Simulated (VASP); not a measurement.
# Y in VASP: a series of runs, part 2 of 2

VASP 6.6.1. Earlier steps stand in the parts before.

## 4. Relaxation of cell and atoms, PBE

This run uses another cell than the first one: it holds 2 atoms, not 4.

Contents of INCAR:

```
SYSTEM = Y
PREC = Accurate ; ENCUT = 600
EDIFF = 1E-6 ; ISMEAR = 0
SIGMA = 0.1 ; LREAL = .FALSE.
LASPH = .TRUE. ; NELM = 60
ALGO = Normal ; ISIF = 3
LWAVE = .FALSE. ; LCHARG = .FALSE.
GGA = PE ; IBRION = 2
NSW = 90 ; EDIFFG = -0.04
```

Contents of KPOINTS:

```
Automatic mesh
0
G
  6 6 6
  0 0 0
```

Contents of POSCAR:

```
Y
1.0
    0.0000000000      2.8969741365      6.2468108750
    1.8580511704      0.0000000000      6.2468108750
    1.8580511704      2.8969741365      0.0000000000
Y
2
Direct
    0.8621292245      0.8621292245      0.1378707755
    0.1378707755      0.1378707755      0.8621292245
```

Potentials or basis: VASP PAW PBE potentials, release 64 (Y_sv).

Run with:

```sh
> cat potpaw_PBE.64/Y_sv/POTCAR > POTCAR
> mpirun -np 1 vasp_std > vasp.out
```

OUTCAR:

```text
SYSTEM = Y
   PREC = Accurate
   ENCUT = 600
   EDIFF = 1E-6
   ISMEAR = 0
   LREAL = .FALSE.
   LASPH = .TRUE.
   NELM = 60
   ISIF = 3
   GGA = PE
   IBRION = 2
   NSW = 90
   EDIFFG = -0.04

 ion  position               nearest neighbor table
   1  0.862  0.862  0.138-   2 3.36   2 3.36   2 3.45   2 4.03   2 4.03
   2  0.138  0.138  0.862-   1 3.36   1 3.36   1 3.45   1 4.03   1 4.03

  LATTYP: Found a face centered orthorhombic cell.
 ALAT       =     3.7161023408
 B/A-ratio  =     1.5591465847
 C/A-ratio  =     3.3620230565

  Lattice vectors:

 A1 = (   0.0000000000,   2.8969741365,   6.2468108750)
 A2 = (   1.8580511704,   0.0000000000,   6.2468108750)
 A3 = (   1.8580511704,   2.8969741365,   0.0000000000)

Analysis of symmetry for initial positions (statically):
=====================================================================
 Subroutine PRICEL returns:
 Original cell was already a primitive cell.

 Routine SETGRP: Setting up the symmetry group for a
 face centered orthorhombic supercell.

 Subroutine GETGRP returns: Found  8 space group operations
 (whereof  8 operations were pure point group operations)
 out of a pool of  8 trial point group operations.

The static configuration has the point symmetry D_2h.

Analysis of symmetry for dynamics (positions and initial velocities):
=====================================================================
 Subroutine PRICEL returns:
 Original cell was already a primitive cell.

 Routine SETGRP: Setting up the symmetry group for a
 face centered orthorhombic supercell.

 Subroutine GETGRP returns: Found  8 space group operations
 (whereof  8 operations were pure point group operations)
 out of a pool of  8 trial point group operations.

The dynamic configuration has the point symmetry D_2h.

 Subroutine INISYM returns: Found  8 space group operations
 (whereof  8 operations are pure point group operations),
 and found     1 'primitive' translations

----------------------------------------------------------------------------------------

                                     Primitive cell

  volume of cell :      67.2497

  direct lattice vectors                    reciprocal lattice vectors
     0.000000000  2.896974136  6.246810875    -0.269099155  0.172593878  0.080040842
     1.858051170  0.000000000  6.246810875     0.269099155 -0.172593878  0.080040842
     1.858051170  2.896974136  0.000000000     0.269099155  0.172593878 -0.080040842

  length of vectors
     6.885862710  6.517284731  3.441629454     0.329559613  0.329559613  0.329559613

  position of ions in fractional coordinates (direct lattice)
     0.862129225  0.862129225  0.137870775
     0.137870775  0.137870775  0.862129225

  ion indices of the primitive-cell ions
   primitive index   ion index
                 1           1
                 2           2

----------------------------------------------------------------------------------------
[... 110 lines left out ...]

 number of electron      22.0000000 magnetization

 Free energy of the ion-electron system (eV)
  ---------------------------------------------------
  ext. energy  EPLUGINS =         0.00000000
  ---------------------------------------------------
  free energy    TOTEN  =       -12.46513300 eV

  energy without entropy =      -12.45255641  energy(sigma->0) =      -12.45884471

------------------------ aborting loop because EDIFF is reached ----------------------------------------

  FORCE on cell =-STRESS in cart. coord.  units (eV):
  Direction    XX          YY          ZZ          XY          YZ          ZX
  --------------------------------------------------------------------------------------
  -------------------------------------------------------------------------------------
  Total       -0.0695289     -0.1853535     -0.1745994     -0.0000000      0.0000000      0.0000000
  in kB       -1.6564767     -4.4159156     -4.1597053     -0.0000000      0.0000000      0.0000000
  external PRESSURE =      -3.4106992 kB  Pullay stress =       0.0000000 kB

 VOLUME and BASIS-vectors are now :
 -----------------------------------------------------------------------------
  energy-cutoff  :      600.00
  volume of cell :       67.25
      direct lattice vectors                 reciprocal lattice vectors
     0.000000000  2.896974136  6.246810875    -0.269099155  0.172593878  0.080040842
     1.858051170  0.000000000  6.246810875     0.269099155 -0.172593878  0.080040842
     1.858051170  2.896974136  0.000000000     0.269099155  0.172593878 -0.080040842

 POSITION                                       TOTAL-FORCE (eV/Angst)
 -----------------------------------------------------------------------------------
      1.85805      2.89697     10.77112         0.000000      0.000000     -0.025069
      1.85805      2.89697      1.72251         0.000000      0.000000      0.025069
 -----------------------------------------------------------------------------------
    total drift:                               -0.000000     -0.000000      0.000000

  FREE ENERGIE OF THE ION-ELECTRON SYSTEM (eV)
  ---------------------------------------------------
  free  energy   TOTEN  =       -12.4651329993 eV

  energy  without entropy=      -12.4525564138  energy(sigma->0) =      -12.45884471

--------------------------------------- Ionic step        2  -------------------------------------------

 number of electron      22.0000000 magnetization

 Free energy of the ion-electron system (eV)
  ---------------------------------------------------
  ext. energy  EPLUGINS =         0.00000000
  ---------------------------------------------------
  free energy    TOTEN  =       -12.46592227 eV

  energy without entropy =      -12.45363653  energy(sigma->0) =      -12.45977940

 E-fermi :   2.8231     XC(G=0):  -9.3440

 val. band max:        2.8131256379   @ k =   0.5000  -0.1667   0.3333
 cond. band min:       2.8256488177   @ k =   0.1667   0.1667   0.0000
 fundamental gap:      0.0125231799
 Fermi energy:         2.8230669356

 k-point     1 :       0.0000    0.0000    0.0000
  band No.  band energies     occupation
      1     -39.8761      2.00000
      2     -39.8045      2.00000
      3     -20.1718      2.00000
      4     -19.6098      2.00000
      5     -19.5616      2.00000
      6     -19.5483      2.00000
      7     -19.5284      2.00000
      8     -19.5135      2.00000
      9      -1.6894      2.00000
     10       0.9603      2.00000
     11       2.9532      0.06581
     12       3.8290      0.00000
     13       4.0252      0.00000
     14       4.5326      0.00000
[... 401 lines left out ...]
      2     -39.8000      2.00000
      3     -20.0074      2.00000
      4     -19.7240      2.00000
      5     -19.6909      2.00000
      6     -19.6742      2.00000
      7     -19.6575      2.00000
      8     -19.5442      2.00000
      9      -0.4802      2.00000
     10       0.7759      2.00000
     11       2.6848      1.94952
     12       4.2968      0.00000
     13       4.4836      0.00000
     14       4.5226      0.00000
     15       4.9485      0.00000

 [... further k-points ...]
[... 5 lines left out ...]
  --------------------------------------------------------------------------------------
  -------------------------------------------------------------------------------------
  Total        0.0758101      0.0136635     -0.0115992      0.0000000      0.0000000      0.0000000
  in kB        1.8249666      0.3289191     -0.2792270      0.0000000      0.0000000      0.0000000
  external PRESSURE =       0.6248862 kB  Pullay stress =       0.0000000 kB

 VOLUME and BASIS-vectors are now :
 -----------------------------------------------------------------------------
  energy-cutoff  :      600.00
  volume of cell :       66.56
      direct lattice vectors                 reciprocal lattice vectors
    -0.000000000  2.884021844  6.220502006    -0.269551227  0.173369006  0.080379365
     1.854934978  0.000000000  6.220502006     0.269551227 -0.173369006  0.080379365
     1.854934978  2.884021844  0.000000000     0.269551227  0.173369006 -0.080379365

 POSITION                                       TOTAL-FORCE (eV/Angst)
 -----------------------------------------------------------------------------------
      1.85493      2.88402     10.72455         0.000000      0.000000     -0.000799
      1.85493      2.88402      1.71646         0.000000      0.000000      0.000799
 -----------------------------------------------------------------------------------
    total drift:                               -0.000000     -0.000000      0.000000

  FREE ENERGIE OF THE ION-ELECTRON SYSTEM (eV)
  ---------------------------------------------------
  free  energy   TOTEN  =       -12.4659222725 eV

  energy  without entropy=      -12.4536365321  energy(sigma->0) =      -12.45977940

 reached required accuracy - stopping structural energy minimisation
```

OSZICAR:

```text
N       E                     dE             d eps       ncg     rms          rms(c)
DAV:   1     0.956007302720E+02    0.95601E+02   -0.12461E+04  1380   0.154E+03
DAV:   2    -0.494639774621E+01   -0.10055E+03   -0.99831E+02  1681   0.308E+02
DAV:   3    -0.128268248729E+02   -0.78804E+01   -0.78158E+01  2686   0.502E+01
[... 15 lines left out ...]
DAV:   4    -0.124651526731E+02   -0.57860E-03   -0.27669E-03  1683   0.312E-01    0.136E-01
DAV:   5    -0.124658254581E+02   -0.67279E-03   -0.10564E-03  2401   0.140E-01    0.582E-02
DAV:   6    -0.124658556127E+02   -0.30155E-04   -0.48184E-05  1722   0.490E-02    0.309E-02
DAV:   7    -0.124659222471E+02   -0.66634E-04   -0.96340E-05  1933   0.525E-02    0.107E-02
DAV:   8    -0.124659222725E+02   -0.25336E-07   -0.90613E-06  1875   0.165E-02
   2 F= -.12465922E+02 E0= -.12459779E+02  d E =-.789273E-03
```

Run time: 3.4 min. Hardware: 1 thread of AMD EPYC 7R43 (Zen 3), shared host; peak memory 0.28 GiB.

Results:

```yaml
Free_energy: -12.4659 eV
Relaxed_volume: 33.28 Å³/atom
Relaxed_cell: a = 6.857 Å, b = 6.491 Å, c = 3.429 Å, α = 81.11°, β = 69.28°, γ = 29.61°
Space_group_after_relaxing_to_0.05_Å: Fmmm (No. 69)
Energy_gained_by_relaxing: 0.4 meV/atom
Ionic_steps: 2
Pressure_after_relaxing: 0.1 GPa
Band_gap_on_the_k_mesh: none (metal or under the smearing width)
```

Stress tensor (GPa, compression positive):
```
 0.18  0.00  0.00
 0.00  0.03  0.00
 0.00  0.00 -0.03
```

The path:
```csv
step,energy change (eV),largest force (eV/Å),pressure (GPa),volume (Å³)
1,0.0000,0.0251,-0.34,67.25
2,-0.0008,0.0008,0.06,66.56
```

Final structure:
```
Y
1.0
     0.00000    2.88402    6.22050
     1.85493    0.00000    6.22050
     1.85493    2.88402    0.00000
Y
2
Direct
  0.86203 0.86203 0.13797
  0.13797 0.13797 0.86203
```

Levels at points of the mesh, in eV from the Fermi level:
```tsv
k point	band 9	band 10	band 11	band 12	band 13	band 14
(0.00, 0.00, 0.00)	-4.51	-1.86	0.13	1.01	1.20	1.71
(0.50, 0.00, 0.00)	-1.63	-1.31	-0.36	0.15	0.81	1.82
(0.50, 0.50, 0.00)	-3.51	-3.13	-0.33	0.99	1.59	1.99
(0.50, 0.00, 0.50)	-1.73	-1.41	-0.85	0.96	1.57	2.01
(0.00, 0.50, 0.50)	-1.24	-0.99	-0.74	-0.20	1.26	1.43
```

## 5. Single point, PBE

This run uses another cell than the first one: it holds 1 atom, not 4.

Contents of INCAR:

```
SYSTEM = Y
ALGO = Normal
EDIFF = 1E-7
ENCUT = 520
GGA = PE
ISIF = 2
ISMEAR = 0
LASPH = .True.
LCHARG = .True.
LELF = .True.
LREAL = .False.
LVHAR = .True.
LWAVE = .False.
NBANDS = 12
NELM = 100
PREC = Accurate
SIGMA = 0.1
```

Contents of KPOINTS:

```
k-points
0
Gamma
  14 14 14
  0 0 0
```

Contents of POSCAR:

```
Y
1.0
   -2.0201326384      2.0201326384      2.0201326384
    2.0201326384     -2.0201326384      2.0201326384
    2.0201326384      2.0201326384     -2.0201326384
Y
1
Direct
    0.0000000000      0.0000000000      0.0000000000
```

Potentials or basis: VASP PAW PBE potentials, release 64 (Y_sv).

Run with:

```sh
> cat potpaw_PBE.64/Y_sv/POTCAR > POTCAR
> mpirun -np 1 vasp_std > vasp.out
```

OUTCAR:

```text
SYSTEM = Y
   EDIFF = 1E-7
   ENCUT = 520
   GGA = PE
   ISIF = 2
   ISMEAR = 0
   LASPH = .True.
   LREAL = .False.
   NELM = 100
   PREC = Accurate

 ion  position               nearest neighbor table
   1  0.000  0.000  0.000-

  LATTYP: Found a body centered cubic cell.
 ALAT       =     4.0402652768

  Lattice vectors:

 A1 = (  -2.0201326384,   2.0201326384,   2.0201326384)
 A2 = (   2.0201326384,  -2.0201326384,   2.0201326384)
 A3 = (   2.0201326384,   2.0201326384,  -2.0201326384)

Analysis of symmetry for initial positions (statically):
=====================================================================
 Subroutine PRICEL returns:
 Original cell was already a primitive cell.

 Routine SETGRP: Setting up the symmetry group for a
 body centered cubic supercell.

 Subroutine GETGRP returns: Found 48 space group operations
 (whereof 48 operations were pure point group operations)
 out of a pool of 48 trial point group operations.

The static configuration has the point symmetry O_h .

Analysis of symmetry for dynamics (positions and initial velocities):
[... 161 lines left out ...]
 val. band max:        3.1150361682   @ k =   0.3571   0.1429   0.0714
 cond. band min:       3.1276837544   @ k =   0.2143   0.1429   0.1429
 fundamental gap:      0.0126475862
 Fermi energy:         3.1210420532

 k-point     1 :       0.0000    0.0000    0.0000
  band No.  band energies     occupation
      1     -39.7559      2.00000
      2     -19.4546      2.00000
      3     -19.4546      2.00000
      4     -19.4546      2.00000
      5      -1.6893      2.00000
      6       4.7749      0.00000
      7       4.7749      0.00000
      8       4.7749      0.00000
      9       6.6793      0.00000
     10       6.6793      0.00000
     11      13.3560      0.00000
     12      13.3560      0.00000
[... 331 lines left out ...]
 k-point    24 :       0.3571    0.2857    0.0000
  band No.  band energies     occupation
      1     -39.6822      2.00000
      2     -19.8667      2.00000
      3     -19.7837      2.00000
      4     -19.5212      2.00000
      5       2.3716      2.00000
      6       2.9948      1.92571
      7       3.0628      1.59009
      8       6.7883      0.00000
      9       7.1136      0.00000
     10       9.3305      0.00000
     11      10.4918      0.00000
     12      11.5011      0.00000

 [... further k-points ...]
[... 5 lines left out ...]
  --------------------------------------------------------------------------------------
  -------------------------------------------------------------------------------------
  Total       -0.0216675     -0.0216675     -0.0216675      0.0000000      0.0000000      0.0000000
  in kB       -1.0527347     -1.0527347     -1.0527347      0.0000000      0.0000000      0.0000000
  external PRESSURE =      -1.0527347 kB  Pullay stress =       0.0000000 kB

 VOLUME and BASIS-vectors are now :
 -----------------------------------------------------------------------------
  energy-cutoff  :      520.00
  volume of cell :       32.98
      direct lattice vectors                 reciprocal lattice vectors
    -2.020132638  2.020132638  2.020132638     0.000000000  0.247508500  0.247508500
     2.020132638 -2.020132638  2.020132638     0.247508500  0.000000000  0.247508500
     2.020132638  2.020132638 -2.020132638     0.247508500  0.247508500  0.000000000

 POSITION                                       TOTAL-FORCE (eV/Angst)
 -----------------------------------------------------------------------------------
      0.00000      0.00000      0.00000         0.000000      0.000000     -0.000000
 -----------------------------------------------------------------------------------
    total drift:                                0.000000     -0.000000      0.000000

  FREE ENERGIE OF THE ION-ELECTRON SYSTEM (eV)
  ---------------------------------------------------
  free  energy   TOTEN  =        -6.3153349517 eV

  energy  without entropy=       -6.3028233188  energy(sigma->0) =       -6.30907914
```

Run time: 31 s. Hardware: 1 thread of AMD EPYC 9R14 (Zen 4), shared host; peak memory 0.17 GiB.

Results:

```yaml
Free_energy: -6.3153 eV
Pressure: -0.1 GPa
Band_gap_on_the_k_mesh: none (metal or under the smearing width)
```

Levels at points of the mesh, in eV from the Fermi level:
```
           k point  band 3  band 4  band 5  band 6  band 7  band 8
(0.00, 0.00, 0.00)  -22.58  -22.58   -4.81    1.65    1.65    1.65
(0.50, 0.00, 0.00)  -22.75  -22.58   -1.99    0.18    0.73    3.49
(0.50, 0.50, 0.50)  -22.95  -22.95   -1.45   -1.45    5.24    5.24
```

## 6. Relaxation of cell and atoms, PBE

This run uses another cell than the first one: it holds 1 atom, not 4.

Contents of INCAR:

```
SYSTEM = Y
PREC = Accurate ; ENCUT = 600
EDIFF = 1E-7 ; ISMEAR = 0
SIGMA = 0.1 ; LREAL = .False.
LASPH = .True. ; NELM = 100
ALGO = Normal ; ISIF = 3
LWAVE = .False. ; LCHARG = .False.
GGA = PE ; IBRION = 2
NSW = 100 ; EDIFFG = -0.01
```

Contents of KPOINTS:

```
Automatic mesh
0
Gamma
  14 14 14
  0 0 0
```

Contents of POSCAR:

```
Y
1.0
   -2.0211307783      2.0211307783      2.0211307783
    2.0211307783     -2.0211307783      2.0211307783
    2.0211307783      2.0211307783     -2.0211307783
Y
1
Direct
    0.0000000000      0.0000000000      0.0000000000
```

Potentials or basis: VASP PAW PBE potentials, release 64 (Y_sv).

Run with:

```sh
> cat potpaw_PBE.64/Y_sv/POTCAR > POTCAR
> mpirun -np 1 vasp_std > vasp.out
```

Run time: 51 s. Hardware: 1 thread of AMD EPYC 9R14 (Zen 4), shared host; peak memory 0.18 GiB.

It converged, with:

```
Free energy                            : -6.3154 eV
Relaxed volume                         : 32.86 Å³/atom
Relaxed cell                           : a = 3.495 Å, b = 3.495 Å, c = 3.495 Å, α = 109.47°, β = 109.47°, γ = 109.47°
Space group after relaxing (to 0.05 Å) : Im-3m (No. 229)
Energy gained by relaxing              : 0.1 meV/atom
Ionic steps                            : 2
Pressure after relaxing                : 0.0 GPa
Band gap on the k mesh                 : none (metal or under the smearing width)
```

Final structure:
```yaml
crystal:
  lattice:
    - [-2.01775, 2.01775, 2.01775]
    - [2.01775, -2.01775, 2.01775]
    - [2.01775, 2.01775, -2.01775]
  atoms:
    - { symbol: Y, position: [0.00000, 0.00000, 0.00000] }
```

Levels at points of the mesh, in eV from the Fermi level:
```csv
k point,band 2,band 3,band 4,band 5,band 6,band 7,band 8,band 9
"(0.00, 0.00, 0.00)",-22.56,-22.56,-22.56,-4.82,1.66,1.66,1.66,3.57
"(0.50, 0.00, 0.00)",-23.11,-22.74,-22.57,-2.00,0.17,0.74,3.50,4.14
"(0.50, 0.50, 0.50)",-22.94,-22.94,-22.94,-1.46,-1.46,5.26,5.26,5.26
```

## 7. The runs side by side

```csv
task,cell,k mesh,cutoff (eV),mesh quality,gap on the mesh (eV),pressure (GPa),relaxed volume (Å³/atom),largest force (eV/Å)
relaxation of cell and atoms,relaxed,4 × 4 × 4,600,coarse,none,0.0,33.61,0.03
single point,"Fmmm, 33.62 Å³/atom",6 × 6 × 6,520,not flagged,none,-0.3,-,0.03
relaxation of cell and atoms,relaxed,6 × 6 × 6,600,not flagged,none,0.1,33.28,-
single point,"Im-3m, 32.98 Å³/atom",14 × 14 × 14,520,not flagged,none,-0.1,-,-
relaxation of cell and atoms,relaxed,14 × 14 × 14,600,not flagged,none,0.0,32.86,-
```

Alike in all rows: level PBE; potentials or basis VASP PAW PBE potentials, release 64 (Y_sv); no spin polarisation; smearing gaussian 0.1 eV.

Caveats: some runs use coarse meshes.

Total energies depend on the potentials used, so only differences within one code and one set of settings carry meaning.
